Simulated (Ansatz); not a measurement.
# Indium, A15 under PBE: structure and ground-state energy

The plan for indium in the A15 structure: relax it, then solve it on a dense k-mesh. Spin polarisation is left out. The k-meshes are 5×5×5 for the relaxation; 6×6×6 for the dense run.

Method: DFT PBE, plane waves (420 eV) with PAW, scalar-relativistic, in Ansatz 0.2.0.

## (1) Starting point

The structure is cubic, space group Pm-3n (No. 223). Conventional cell: a = 5.936 Å, b = 5.936 Å, c = 5.936 Å, α = 90.00°, β = 90.00°, γ = 90.00°. In (site symmetry m-3) has 12 In at 3.32 Å as nearest neighbours. In (site symmetry -4m2) is surrounded by 6 In at 2.97 to 3.32 Å.

Coordinates:

```cif
data_structure
_symmetry_space_group_name_H-M 'Pm-3n'
_symmetry_Int_Tables_number 223
_cell_length_a 5.9359
_cell_length_b 5.9359
_cell_length_c 5.9359
_cell_angle_alpha 90.000
_cell_angle_beta 90.000
_cell_angle_gamma 90.000
_cell_volume 209.15
loop_
_atom_site_label
_atom_site_type_symbol
_atom_site_symmetry_multiplicity
_atom_site_Wyckoff_symbol
_atom_site_fract_x
_atom_site_fract_y
_atom_site_fract_z
_atom_site_occupancy
In1 In 2 a 0.00000 0.00000 0.00000 1
In2 In 6 c 0.25000 0.00000 0.50000 1
```

## (2) Relaxing cell and atoms

The input, input.yaml:

```yaml
crystal:
  lattice:
    - [5.9358781157, 0.0, 0.0]
    - [0.0, 5.9358781157, 0.0]
    - [0.0, 0.0, 5.9358781157]
  atoms:
    - { symbol: In, position: [0.0, 0.0, 0.0] }
    - { symbol: In, position: [0.5, 0.5, 0.5] }
    - { symbol: In, position: [0.25, 0.0, 0.5] }
    - { symbol: In, position: [0.75, 0.0, 0.5] }
    - { symbol: In, position: [0.5, 0.25, 0.0] }
    - { symbol: In, position: [0.5, 0.75, 0.0] }
    - { symbol: In, position: [0.0, 0.5, 0.25] }
    - { symbol: In, position: [0.0, 0.5, 0.75] }
hamiltonian:
  xc: pbe
  pseudopotentials:
    kind: paw
    azcp:
      In: "pseudopotentials/In.paw.azcp"
basis:
  ecutwfc: 420
  fft_grid_basis: typed
kpoints:
  mp_grid: { grid: [5, 5, 5], shift: [0, 0, 0] }
magnetization:
  spin_polarized: false
scf:
  occupations: { method: fermi_dirac, width: 0.1 }
relax:
  max_steps: 60
  f_tol: 0.01
  cell: {}
```

Log:

```text
Engine: ansatz 0.2.0, x86_64-unknown-linux-gnu
Pseudopotentials: kind: paw
Pseudopotential: In, paw, valence charge 13, recommended cutoff 420 eV (normal), <dir>
Functional definition: PBE
  parameter kappa = 0.804
  parameter beta = 0.06672455060314922
  exchange = pbe_x(kappa = kappa, mu = beta*pi^2/3)
  correlation = pbe_c(beta = beta)
Crystal: 8 atoms, lattice volume = 209.149 Å³
Basis set: ecut = 420 eV, 4067 PW (Γ), exchange–correlation on 80×80×80 points (8 copies of the dense FFT grid, shifted against one another)
Bands: 63, of which v1, the nominal top of the filled ones, is band 52 counted from 1 (51 counted from 0)
Symmetry: 48 space group operations
Space group: Pm-3n (ITA 223), of the structure as read, at distance tolerance 5.9e-5 Å
k-points: 10 of 125
Non-local potential: In, projectors of the file, l = 0: 2, l = 1: 2, l = 2: 2, l = 3: 2
PAW form: soft (Blöchl's): semilocal exchange-correlation on the pseudo side does not see the compensation charge
PAW one-centre angular grid: In, 590 points (default); XC on 64 Gauss nodes
Initial density: superposition of atomic densities (neutral atoms: chi_scale 0, normalization atom), corrected by the library's trained network
Initial wavefunctions: pseudopotential atomic-orbital guess
Functional: x = pbe(κ = 0.804, μ = 0.2195149727645171), c = pbe(β = 0.06672455060314922)
SCF iter   1: F=—  HF=-44782.421492 eV  |F-HF|=—  |Δ(HF+E_count)|=         —  Δρ=7.45e-4  dr2=1.00e-3  ethr=1.77e-3  ⟨swp⟩=6.6  Hψ=2431  notcnv=0  defer=2
preconditioner: auto → Kerker (q_TF=auto, 2.428 Å⁻¹)  [metal: Δε(μ)=0.037 eV  Ē_g=14.717 eV  σ=0.100 eV  W_gap=0.09  n_scr=56 (ndim 8)  ℏωp=26.2 eV  f_vac=0.000  D(μ)=2.87/eV (n_scr^D=18)]
SCF iter   2: F=—  HF=-44782.419475 eV  |F-HF|=—  |Δ(HF+E_count)|=   2.02e-3  Δρ=4.11e-4  dr2=4.46e-4  ethr=9.61e-7  ⟨swp⟩=2.4  Hψ=1284  notcnv=0  defer=1
SCF iter   3: F=—  HF=-44782.419484 eV  |F-HF|=—  |Δ(HF+E_count)|=   8.44e-6  Δρ=2.25e-4  dr2=7.89e-5  ethr=4.28e-7  ⟨swp⟩=2.0  Hψ=1144  notcnv=0  defer=1
SCF iter   4: F=—  HF=-44782.419413 eV  |F-HF|=—  |Δ(HF+E_count)|=   7.08e-5  Δρ=8.17e-5  dr2=1.25e-5  ethr=7.59e-8  ⟨swp⟩=2.1  Hψ=1145  notcnv=0  defer=1
SCF iter   5: F=—  HF=-44782.419408 eV  |F-HF|=—  |Δ(HF+E_count)|=   4.88e-6  Δρ=3.02e-5  dr2=1.15e-6  ethr=1.20e-8  ⟨swp⟩=2.0  Hψ=1144  notcnv=0  defer=1
SCF iter   6: F=-44782.419408 eV  HF=-44782.419408 eV  |F-HF|=5.11e-8  |Δ(HF+E_count)|=   3.75e-7  Δρ=7.10e-6  dr2=7.01e-8  ethr=9.62e-11  ⟨swp⟩=3.7  Hψ=2376  notcnv=0
SCF 1 converged in 6 iterations: F = -44782.419408 eV  dr2 = 7.01e-8
relax step   1: F+E_penalty+E_count = -44782.41940758 eV  Δ(F+E_penalty+E_count) = +0.000e0 eV  max|allowed force component| = 1.301e-17 eV/Å  Δτ_max = 0.0000 Å  P = +3.196 GPa  Ω = 209.149 Å³  (6 SCF iters, dr2 threshold 1.00e-7 eV, accepted)
Crystal: 8 atoms, lattice volume = 228.029 Å³
Basis set: ecut = 420 eV, 4457 PW (Γ), exchange–correlation on 80×80×80 points (8 copies of the dense FFT grid, shifted against one another)
Initial density: handed on by an earlier stage of this run
Initial wavefunctions: those handed on with the density
iter 1 solved again at ethr=7.56e-6 eV; its pass at ethr=3.10e-3 eV (dr2=7.86e-3 eV) is discarded
SCF iter   1: F=—  HF=-44782.571810 eV  |F-HF|=—  |Δ(HF+E_count)|=         —  Δρ=1.62e-3  dr2=7.89e-3  ethr=7.56e-6  ⟨swp⟩=1.9  Hψ=3819  notcnv=0
preconditioner: auto → Kerker (q_TF=auto, 2.394 Å⁻¹)  [metal: Δε(μ)=0.157 eV  Ē_g=14.512 eV  σ=0.100 eV  W_gap=0.37  n_scr=56 (ndim 8)  ℏωp=25.1 eV  f_vac=0.000  D(μ)=3.18/eV (n_scr^D=18)]
SCF iter   2: F=—  HF=-44782.570139 eV  |F-HF|=—  |Δ(HF+E_count)|=   1.67e-3  Δρ=1.09e-3  dr2=3.03e-3  ethr=7.56e-6  ⟨swp⟩=2.0  Hψ=1091  notcnv=0
SCF iter   3: F=—  HF=-44782.569570 eV  |F-HF|=—  |Δ(HF+E_count)|=   5.68e-4  Δρ=2.48e-4  dr2=1.73e-4  ethr=2.91e-6  ⟨swp⟩=2.0  Hψ=1150  notcnv=0
SCF iter   4: F=—  HF=-44782.569521 eV  |F-HF|=—  |Δ(HF+E_count)|=   4.92e-5  Δρ=4.50e-5  dr2=2.80e-6  ethr=1.67e-7  ⟨swp⟩=2.1  Hψ=1151  notcnv=0
SCF iter   5: F=-44782.569524 eV  HF=-44782.569524 eV  |F-HF|=4.73e-8  |Δ(HF+E_count)|=   3.40e-6  Δρ=6.39e-6  dr2=7.73e-8  ethr=7.69e-10  ⟨swp⟩=4.1  Hψ=1862  notcnv=0
SCF 2 converged in 5 iterations: F = -44782.569524 eV  dr2 = 7.73e-8
relax step   2: F+E_penalty+E_count = -44782.56952433 eV  Δ(F+E_penalty+E_count) = -1.501e-1 eV  max|allowed force component| = 3.009e-17 eV/Å  Δτ_max = 0.0000 Å  P = -0.269 GPa  Ω = 228.029 Å³  energy of the carried Pulay correction = -4.758e-3 eV  (5 SCF iters, dr2 threshold 8.00e-7 eV, accepted)
Crystal: 8 atoms, lattice volume = 226.442 Å³
Basis set: ecut = 420 eV, 4385 PW (Γ), exchange–correlation on 80×80×80 points (8 copies of the dense FFT grid, shifted against one another)
iter 1 solved again at ethr=2.95e-8 eV; its pass at ethr=3.10e-3 eV (dr2=3.07e-5 eV) is discarded
SCF iter   1: F=—  HF=-44782.571502 eV  |F-HF|=—  |Δ(HF+E_count)|=         —  Δρ=1.25e-4  dr2=4.58e-5  ethr=2.95e-8  ⟨swp⟩=3.1  Hψ=3359  notcnv=0
preconditioner: auto → Kerker (q_TF=auto, 2.396 Å⁻¹)  [metal: Δε(μ)=0.153 eV  Ē_g=14.490 eV  σ=0.100 eV  W_gap=0.36  n_scr=56 (ndim 8)  ℏωp=25.2 eV  f_vac=0.000  D(μ)=3.15/eV (n_scr^D=18)]
SCF iter   2: F=—  HF=-44782.571449 eV  |F-HF|=—  |Δ(HF+E_count)|=   5.27e-5  Δρ=8.33e-5  dr2=1.71e-5  ethr=2.95e-8  ⟨swp⟩=2.0  Hψ=1149  notcnv=0
SCF iter   3: F=—  HF=-44782.571446 eV  |F-HF|=—  |Δ(HF+E_count)|=   3.28e-6  Δρ=1.95e-5  dr2=1.06e-6  ethr=1.65e-8  ⟨swp⟩=2.0  Hψ=1150  notcnv=0
SCF iter   4: F=-44782.571446 eV  HF=-44782.571446 eV  |F-HF|=1.68e-8  |Δ(HF+E_count)|=   1.09e-7  Δρ=3.53e-6  dr2=1.74e-8  ethr=1.74e-10  ⟨swp⟩=4.0  Hψ=1853  notcnv=0
SCF 3 converged in 4 iterations: F = -44782.571446 eV  dr2 = 1.74e-8
relax step   3: F+E_penalty+E_count = -44782.57144558 eV  Δ(F+E_penalty+E_count) = -1.921e-3 eV  max|allowed force component| = 2.125e-17 eV/Å  Δτ_max = 0.0000 Å  P = -0.042 GPa  Ω = 226.442 Å³  energy of the carried Pulay correction = -4.384e-3 eV  (4 SCF iters, dr2 threshold 1.81e-7 eV, accepted)
Basis set: ecut = 420 eV, 4385 PW (Γ), exchange–correlation on 90×90×90 points (8 copies of the dense FFT grid, shifted against one another)
Initial wavefunctions: pseudopotential atomic-orbital guess (no wavefunctions were taken with the density)
iter 1 solved again at ethr=1.44e-7 eV; its pass at ethr=3.10e-3 eV (dr2=1.49e-4 eV) is discarded
SCF iter   1: F=—  HF=-44782.575341 eV  |F-HF|=—  |Δ(HF+E_count)|=         —  Δρ=1.39e-4  dr2=8.68e-6  ethr=1.44e-7  ⟨swp⟩=3.7  Hψ=4043  notcnv=0
preconditioner: auto → Kerker (q_TF=auto, 2.396 Å⁻¹)  [metal: Δε(μ)=0.153 eV  Ē_g=14.493 eV  σ=0.100 eV  W_gap=0.36  n_scr=56 (ndim 8)  ℏωp=25.2 eV  f_vac=0.000  D(μ)=3.15/eV (n_scr^D=18)]
SCF iter   2: F=—  HF=-44782.575307 eV  |F-HF|=—  |Δ(HF+E_count)|=   3.46e-5  Δρ=6.58e-5  dr2=1.67e-6  ethr=8.34e-9  ⟨swp⟩=2.0  Hψ=1038  notcnv=0
SCF iter   3: F=—  HF=-44782.575309 eV  |F-HF|=—  |Δ(HF+E_count)|=   2.08e-6  Δρ=1.54e-5  dr2=1.89e-7  ethr=1.61e-9  ⟨swp⟩=2.0  Hψ=1134  notcnv=0
SCF iter   4: F=—  HF=-44782.575309 eV  |F-HF|=—  |Δ(HF+E_count)|=   6.71e-8  Δρ=8.03e-7  dr2=1.10e-9  ethr=1.81e-10  ⟨swp⟩=2.7  Hψ=1185  notcnv=0
SCF iter   5: F=—  HF=-44782.575309 eV  |F-HF|=—  |Δ(HF+E_count)|=  9.46e-10  Δρ=2.38e-7  dr2=1.36e-10  ethr=1.00e-12  ⟨swp⟩=5.0  Hψ=2299  notcnv=0
SCF iter   6: F=-44782.575309 eV  HF=-44782.575309 eV  |F-HF|=0.00e0  |Δ(HF+E_count)|=  1.46e-11  Δρ=4.77e-8  dr2=7.42e-12  ethr=1.00e-12  ⟨swp⟩=4.0  Hψ=1842  notcnv=0
SCF 4 converged in 6 iterations: F = -44782.575309 eV  dr2 = 7.42e-12
relax step   4: F+E_penalty+E_count = -44782.57530900 eV  Δ(F+E_penalty+E_count) = -3.863e-3 eV  max|allowed force component| = 2.385e-17 eV/Å  Δτ_max = 0.0000 Å  P = -0.053 GPa  Ω = 226.442 Å³  stress off target by 5.35e-2 GPa  SCF on the basis re-selected at this cell (its energy is not comparable with the rows above)  (6 SCF iters)
basis re-selected at this cell: Δ(F+E_penalty+E_count) = -3.863e-3 eV, ΔP = -0.012 GPa vs the last step (what re-selecting the basis moved, of the pressure what is left beyond the Pulay correction that the steps carried, after the strain that the cell walked since its last selection, with what the two solves' SCF thresholds leave and, on support functions, any second-order correction that the steps lacked; it is no measure of the basis error at this ecutwfc). The dense FFT grid was sized anew with the basis: this SCF ran on 45×45×45 points, the steps before it on 40×40×40, so part of this shift can come from that change (see relax.cell in the input reference). This SCF's stress stands 5.35e-2 GPa from its target on what of the cell is left free (relax.cell.stress_tol is 5.00e-2 GPa) and its largest allowed force component is 2.39e-17 eV/Å (relax.f_tol is 1.00e-2 eV/Å): not within both, so this SCF does not close the relaxation
Crystal: 8 atoms, lattice volume = 226.072 Å³
iter 1 solved again at ethr=5.78e-9 eV; its pass at ethr=3.10e-3 eV (dr2=6.01e-6 eV) is discarded
SCF iter   1: F=—  HF=-44782.575461 eV  |F-HF|=—  |Δ(HF+E_count)|=         —  Δρ=2.90e-5  dr2=2.51e-6  ethr=5.78e-9  ⟨swp⟩=3.0  Hψ=2927  notcnv=0
preconditioner: auto → Kerker (q_TF=auto, 2.397 Å⁻¹)  [metal: Δε(μ)=0.152 eV  Ē_g=14.497 eV  σ=0.100 eV  W_gap=0.36  n_scr=56 (ndim 8)  ℏωp=25.2 eV  f_vac=0.000  D(μ)=3.15/eV (n_scr^D=18)]
SCF iter   2: F=—  HF=-44782.575460 eV  |F-HF|=—  |Δ(HF+E_count)|=   5.47e-7  Δρ=1.94e-5  dr2=9.34e-7  ethr=2.42e-9  ⟨swp⟩=2.0  Hψ=1138  notcnv=0
SCF iter   3: F=—  HF=-44782.575460 eV  |F-HF|=—  |Δ(HF+E_count)|=   1.64e-7  Δρ=4.77e-6  dr2=6.51e-8  ethr=8.98e-10  ⟨swp⟩=2.0  Hψ=1149  notcnv=0
SCF iter   4: F=-44782.575460 eV  HF=-44782.575460 eV  |F-HF|=9.46e-10  |Δ(HF+E_count)|=   6.69e-9  Δρ=8.57e-7  dr2=1.06e-9  ethr=6.87e-12  ⟨swp⟩=3.0  Hψ=2501  notcnv=0
SCF 5 converged in 4 iterations: F = -44782.575460 eV  dr2 = 1.06e-9
relax step   5: F+E_penalty+E_count = -44782.57546028 eV  Δ(F+E_penalty+E_count) = -1.513e-4 eV  max|allowed force component| = 2.949e-17 eV/Å  Δτ_max = 0.0000 Å  P = +0.001 GPa  Ω = 226.072 Å³  energy of the carried Pulay correction = +9.085e-5 eV  (4 SCF iters, dr2 threshold 7.15e-9 eV, accepted)
iter 1 solved again at ethr=2.25e-7 eV; its pass at ethr=3.10e-3 eV (dr2=2.34e-4 eV) is discarded
SCF iter   1: F=—  HF=-44782.575462 eV  |F-HF|=—  |Δ(HF+E_count)|=         —  Δρ=1.49e-6  dr2=2.23e-9  ethr=2.25e-7  ⟨swp⟩=2.8  Hψ=3657  notcnv=0
eigensolver tolerance schedule: the retry pair's looser diagonalisation over-reported the residual by 104961.40 of it (diagonalisation noise at an unbounded share of the residual, at the tolerance the schedule requests for it); recorded, not acted on — ethr = c·dr2/N_el stays at c = 1.0e-1
preconditioner: auto → Kerker (q_TF=auto, 2.397 Å⁻¹)  [metal: Δε(μ)=0.153 eV  Ē_g=14.498 eV  σ=0.100 eV  W_gap=0.36  n_scr=56 (ndim 8)  ℏωp=25.2 eV  f_vac=0.000  D(μ)=3.15/eV (n_scr^D=18)]
SCF iter   2: F=—  HF=-44782.575421 eV  |F-HF|=—  |Δ(HF+E_count)|=   4.13e-5  Δρ=1.22e-6  dr2=1.34e-9  ethr=2.14e-12  ⟨swp⟩=3.9  Hψ=1769  notcnv=0
SCF iter   3: F=—  HF=-44782.575421 eV  |F-HF|=—  |Δ(HF+E_count)|=  2.33e-10  Δρ=7.60e-7  dr2=5.68e-10  ethr=1.29e-12  ⟨swp⟩=2.0  Hψ=1062  notcnv=0
SCF iter   4: F=—  HF=-44782.575421 eV  |F-HF|=—  |Δ(HF+E_count)|=  2.98e-10  Δρ=3.99e-7  dr2=2.12e-10  ethr=1.00e-12  ⟨swp⟩=2.0  Hψ=1153  notcnv=0
SCF iter   5: F=-44782.575421 eV  HF=-44782.575421 eV  |F-HF|=5.82e-11  |Δ(HF+E_count)|=  8.00e-11  Δρ=1.57e-7  dr2=2.92e-11  ethr=1.00e-12  ⟨swp⟩=3.0  Hψ=2309  notcnv=0
SCF 6 converged in 5 iterations: F = -44782.575421 eV  dr2 = 2.92e-11
relax step   6: F+E_penalty+E_count = -44782.57542094 eV  Δ(F+E_penalty+E_count) = +3.934e-5 eV  max|allowed force component| = 2.660e-17 eV/Å  Δτ_max = 0.0000 Å  P = +0.002 GPa  Ω = 226.072 Å³  stress off target by 1.50e-3 GPa  SCF on the basis re-selected at this cell (its energy is not comparable with the rows above)  (5 SCF iters)
basis re-selected at this cell: Δ(F+E_penalty+E_count) = +3.934e-5 eV, ΔP = +0.000 GPa vs the last step (what re-selecting the basis moved, of the pressure what is left beyond the Pulay correction that the steps carried, after the strain that the cell walked since its last selection, with what the two solves' SCF thresholds leave and, on support functions, any second-order correction that the steps lacked; it is no measure of the basis error at this ecutwfc). This SCF's stress stands 1.50e-3 GPa from its target on what of the cell is left free (relax.cell.stress_tol is 5.00e-2 GPa) and its largest allowed force component is 2.66e-17 eV/Å (relax.f_tol is 1.00e-2 eV/Å): within both
SCF converged after 5 iterations
Free energy (F): -44782.575421 eV
Harris-Foulkes:  -44782.575421 eV  (|F-HF|=5.82e-11)
Internal energy: -44782.465239 eV  (E = F + TS)
E sigma→0 (E₀):  -44782.520330 eV
Entropy (-TS):   -0.110182 eV (-13.773 meV/atom)
Fermi energy:    9.336022 eV
--- Per-component energies (eV) ---
  E_band       = -288.408298
  E_kinetic    = 1925.502093
  E_local      = -9014.108997  (includes V_loc(G=0)·N_el)
  E_nonlocal   = 2927.866159
  E_hartree    = 3528.713779
  E_xc         = -1726.277738
  E_vxc        = -797.212817  (∫ρ·V_xc dr)
  E_paw        = -33214.740707  (= ΣΔE_a)
  E_vpaw       = -2387.883066  (= ΣTr[D̂ρ^β])
  E_aug_tail   = 0.000201  (compensation charges beyond the density's cutoff)
  E_ewald      = -9209.420029
  E_smearing   = -0.110182  (= −TS)
  E_closure    = 0.000000  (closes the sum)
  Σ components = -44782.575421   (vs F -44782.575421, Δ=0.00e0)
--- Forces (eV/Å), atoms counted from 1 ---
  atom   1  In     0.00000000     0.00000000     0.00000000
  atom   2  In    -0.00000000     0.00000000    -0.00000000
  atom   3  In    -0.00000000     0.00000000    -0.00000000
  atom   4  In     0.00000000    -0.00000000     0.00000000
  atom   5  In     0.00000000     0.00000000    -0.00000000
  atom   6  In    -0.00000000    -0.00000000     0.00000000
  atom   7  In     0.00000000    -0.00000000    -0.00000000
  atom   8  In    -0.00000000     0.00000000     0.00000000
  max |Σ_I F_I| component: 9.25e-18 eV/Å
--- Stress (GPa, compression-positive) ---
        0.001503      -0.000000      -0.000000
       -0.000000       0.001503      -0.000000
       -0.000000      -0.000000       0.001503
  P = ⅓ Tr σ = 0.0015 GPa (0.015 kbar)
--- Relaxed structure (4 steps of the walk, 4 accepted, 2 SCFs on fresh bases) ---
  F+E_penalty+E_count = -44782.57542094 eV   max|allowed force component| = 2.660e-17 eV/Å   (the final SCF, on the basis selected at the relaxed cell)
  cell:  # Å, volume = 226.0720 Å³
    - [6.091845916291072, -3.851859888774472e-34, 2.5679065925163143e-34]
    - [3.851859888774472e-34, 6.091845916291072, 0.0]
    - [7.703719777548943e-34, 0.0, 6.091845916291071]
  atoms:
    - { symbol: In, position: [-9.357676372083911e-36, -1.8482995091587865e-36, 1.6898738369451745e-36] }
    - { symbol: In, position: [0.5, 0.5, 0.5] }
    - { symbol: In, position: [0.25, -3.661745370430576e-35, 0.5] }
    - { symbol: In, position: [0.75, 4.99040867472872e-35, 0.5] }
    - { symbol: In, position: [0.5, 0.25, -3.717722441279383e-36] }
    - { symbol: In, position: [0.5, 0.75, 1.791266267161886e-35] }
    - { symbol: In, position: [-1.937229119828025e-34, 0.5, 0.25] }
    - { symbol: In, position: [-2.004824073305832e-34, 0.5, 0.75] }
```

Run time: 44 s. Hardware: 2 threads of an x86-64 CPU, shared host; peak memory 0.79 GiB.

The walk, from the log:

| step | energy change (meV/atom) | largest force (eV/Å) | pressure (GPa) | volume (Å³/atom) |
| --- | --- | --- | --- | --- |
| 1 | 0.00 | 0.0000 | 3.20 | 26.144 |
| 2 | -18.76 | 0.0000 | -0.27 | 28.504 |
| 3 | -19.00 | 0.0000 | -0.04 | 28.305 |
| 4 | -19.49 | 0.0000 | -0.05 | 28.305 |
| 5 | -19.51 | 0.0000 | 0.00 | 28.259 |
| 6 | -19.50 | 0.0000 | 0.00 | 28.259 |

Steps that repeat a cell are solved on a basis chosen anew, so their changes of energy are no gain of the relaxation.

The cell of the run, before and after:

|  | before | after | change |
| --- | --- | --- | --- |
| a (Å) | 5.936 | 6.092 | +2.6 % |
| b (Å) | 5.936 | 6.092 | +2.6 % |
| c (Å) | 5.936 | 6.092 | +2.6 % |
| volume (Å³/atom) | 26.144 | 28.259 | +8.1 % |
| shortest distance (Å) | 2.968 | 3.046 | +2.6 % |
| space group (spins left aside) | Pm-3n | Pm-3n | same |

## (3) Dense single point

The input, input.yaml:

```yaml
crystal:
  lattice:
    - [6.0918459163, 0.0, 0.0]
    - [0.0, 6.0918459163, 0.0]
    - [0.0, 0.0, 6.0918459163]
  atoms:
    - { symbol: In, position: [1.0, 1.0, 0.0] }
    - { symbol: In, position: [0.5, 0.5, 0.5] }
    - { symbol: In, position: [0.25, 1.0, 0.5] }
    - { symbol: In, position: [0.75, 0.0, 0.5] }
    - { symbol: In, position: [0.5, 0.25, 1.0] }
    - { symbol: In, position: [0.5, 0.75, 0.0] }
    - { symbol: In, position: [1.0, 0.5, 0.25] }
    - { symbol: In, position: [1.0, 0.5, 0.75] }
hamiltonian:
  xc: pbe
  pseudopotentials:
    kind: paw
    azcp:
      In: "pseudopotentials/In.paw.azcp"
basis:
  ecutwfc: 420
  fft_grid_basis: typed
kpoints:
  mp_grid: { grid: [6, 6, 6], shift: [0, 0, 0] }
magnetization:
  spin_polarized: false
scf:
  occupations: { method: fermi_dirac, width: 0.1 }
```

Log:

```text
[... 8 set-up lines as earlier in the session ...]
Crystal: 8 atoms, lattice volume = 226.072 Å³
Basis set: ecut = 420 eV, 4385 PW (Γ)
Bands: 60, of which v1, the nominal top of the filled ones, is band 52 counted from 1 (51 counted from 0)
[... 1 set-up line as earlier in the session ...]
Space group: Pm-3n (ITA 223), of the structure as read, at distance tolerance 6.1e-5 Å
k-points: 20 of 216
[... 6 set-up lines as earlier in the session ...]
SCF iter   1: F=—  HF=-44782.545534 eV  |F-HF|=—  |Δ(HF+E_count)|=         —  Δρ=1.17e-3  dr2=2.45e-3  ethr=1.77e-3  ⟨swp⟩=6.0  Hψ=4225  notcnv=0
preconditioner: auto → Kerker (q_TF=auto, 2.397 Å⁻¹)  [metal: Δε(μ)=0.029 eV  Ē_g=13.908 eV  σ=0.100 eV  W_gap=0.07  n_scr=56 (ndim 8)  ℏωp=25.2 eV  f_vac=0.000  D(μ)=4.72/eV (n_scr^D=26)]
SCF iter   2: F=—  HF=-44782.536532 eV  |F-HF|=—  |Δ(HF+E_count)|=   9.00e-3  Δρ=4.83e-4  dr2=9.12e-4  ethr=2.36e-6  ⟨swp⟩=2.1  Hψ=2430  notcnv=0
SCF iter   3: F=—  HF=-44782.536396 eV  |F-HF|=—  |Δ(HF+E_count)|=   1.37e-4  Δρ=2.86e-4  dr2=3.35e-4  ethr=8.77e-7  ⟨swp⟩=2.2  Hψ=2239  notcnv=0
SCF iter   4: F=—  HF=-44782.536365 eV  |F-HF|=—  |Δ(HF+E_count)|=   3.08e-5  Δρ=1.23e-4  dr2=2.74e-5  ethr=3.22e-7  ⟨swp⟩=3.0  Hψ=2417  notcnv=0
SCF iter   5: F=—  HF=-44782.536309 eV  |F-HF|=—  |Δ(HF+E_count)|=   5.52e-5  Δρ=1.50e-5  dr2=3.90e-7  ethr=2.63e-8  ⟨swp⟩=2.0  Hψ=2234  notcnv=0
SCF iter   6: F=-44782.536309 eV  HF=-44782.536309 eV  |F-HF|=4.73e-9  |Δ(HF+E_count)|=   2.45e-8  Δρ=2.57e-6  dr2=2.06e-8  ethr=9.62e-11  ⟨swp⟩=3.0  Hψ=3360  notcnv=0
SCF 1 converged in 6 iterations: F = -44782.536309 eV  dr2 = 2.06e-8
SCF converged after 6 iterations
Free energy (F): -44782.536309 eV
Harris-Foulkes:  -44782.536309 eV  (|F-HF|=4.73e-9)
Internal energy: -44782.385003 eV  (E = F + TS)
E sigma→0 (E₀):  -44782.460656 eV
Entropy (-TS):   -0.151306 eV (-18.913 meV/atom)
Fermi energy:    9.192285 eV
--- Per-component energies (eV) ---
  E_band       = -288.624128
  E_kinetic    = 1925.518426
  E_local      = -9013.896781  (includes V_loc(G=0)·N_el)
  E_nonlocal   = 2928.003803
  E_hartree    = 3528.580743
  E_xc         = -1726.089084
  E_vxc        = -796.992636  (∫ρ·V_xc dr)
  E_paw        = -33215.082282  (= ΣΔE_a)
  E_vpaw       = -2388.413105  (= ΣTr[D̂ρ^β])
  E_aug_tail   = 0.000201  (compensation charges beyond the density's cutoff)
  E_ewald      = -9209.420029
  E_smearing   = -0.151306  (= −TS)
  E_closure    = -0.000000  (closes the sum)
  Σ components = -44782.536309   (vs F -44782.536309, Δ=0.00e0)
```

It took 11 s on 2 threads of an x86-64 CPU, shared host; peak memory 0.79 GiB.

## (4) What came out

```
                           quantity                         value
     space group (spins left aside)               Pm-3n (No. 223)
                  conventional cell                   a = 6.092 Å
                             volume                28.259 Å³/atom
                  shortest distance                       3.046 Å
                    gap on the mesh  none (levels filled in part)
relative to body-centred tetragonal                  +38 meV/atom
```

From the guessed start the volume grew by 8.1 % in 6 steps. Against the reference form of indium (body-centred tetragonal, computed apart with the same settings) it stands 38 meV/atom higher. Levels at the Fermi energy are filled in part, as in a metal. Relaxation kept the symmetry; phonons were not checked.
